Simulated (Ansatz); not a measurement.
Values for one crystal, relaxed and computed with the program Ansatz at the PBEsol level (PAW); other levels are named.

- Volume per atom: 11.13 Å³
- Band gap: 3.30 eV (direct)
- Mechanical stability: stable (all eigenvalues of C positive)
- Zone-centre stability: no imaginary mode at Γ
- Electronic dielectric constant ε∞ (DFPT): 3.88 (xx = yy), 3.77 (zz)
- Bulk modulus (Birch–Murnaghan fit): 154 GPa
- Poisson's ratio: 0.30

Task: Pick the material that matches.
A) ZrO2, P4_2/nmc (Zr on 2a, O on 4d)
B) WO3, Pnma (W on 4c, O on 4c, O on 4c, O on 4c)
C) MgAlNO, P3m1 (Al on 1b, Mg on 1c, O on 1b, N on 1c)
D) ZnSnN2, R-3m (Zn on 3a, Sn on 3b, N on 6c)

Result: C, MgAlNO, P3m1 (Al on 1b, Mg on 1c, O on 1b, N on 1c)

The start of the workflow was typed in or built on a structure type; neither database checked (COD, Materials Project) lists it. Its standing as an ambient phase is unchecked. The cell was relaxed with PBEsol under the symmetry of its start. The volume moved by -22 % from the start of the relaxation.

Potentials: the earlier of the program's two PAW sets. The files were generated under PBE; for other functionals the program regenerates the frozen cores, and for LDA and PBEsol the local potential too.
